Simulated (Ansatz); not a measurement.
Runs of Ansatz 0.2.0 on Nb. The structure is cubic, space group Im-3m (No. 229). Conventional cell: a = 3.328 Å, b = 3.328 Å, c = 3.328 Å, α = 90.00°, β = 90.00°, γ = 90.00°. Around Nb (site symmetry m-3m) lie 8 Nb at 2.88 Å. 

```csv
task,level,U,cell,k mesh,cutoff (eV),smearing,phonon path,pressure (GPa),relaxed volume (Å³/atom)
relaxation of cell and atoms,BLYP,-,relaxed,11 × 11 × 11,-,fermi-dirac 0.05 eV,-,0.0,(b)
relaxation of cell and atoms,RPBE+D3(BJ),-,relaxed,11 × 11 × 11,-,fermi-dirac 0.05 eV,-,0.0,(a)
band structure,PBEsol,-,as given,11 × 11 × 11,217,fermi-dirac 0.05 eV,-,-7.8,-
elastic constants,PBEsol+D3(BJ)+U,Nb d U = 1.5 eV,as given,8 × 8 × 8,231,gaussian 0.05 eV,-,-14.0,-
relaxation of cell and atoms,PBEsol+D4,-,relaxed,11 × 11 × 11,-,fermi-dirac 0.05 eV,-,0.0,17.43
relaxation of cell and atoms,PBEsol,-,relaxed,11 × 11 × 11,-,fermi-dirac 0.05 eV,-,0.0,17.59
relaxation of cell and atoms,RPBE,-,relaxed,11 × 11 × 11,-,fermi-dirac 0.05 eV,-,0.0,18.52
```

Alike in all rows: potentials or basis all-electron LAPW, scalar-relativistic; no spin polarisation; basis error allowed 0.001 eV/atom.

Problem. Fill in the values left out.

Solution. (a) 14.21; (b) 18.89.

Caveats: the volume moved by over 15 % at a fixed basis, so the end points are rough (some runs); the volume moved by -23 % from the deposited cell, more than functionals usually miss (some runs); the k mesh is thin for a metal, which can move the energy by tens of meV per atom (some runs); a metal's response needs a denser mesh (some runs); the cell is more than 3 GPa from zero pressure, which shifts response properties (some runs); U is the effective U less J, on atomic orbitals that reach past the spheres (some runs); elastic constants of metals need much finer meshes, so these are rough (some runs).

Runs at the PBE level aren't shown here.
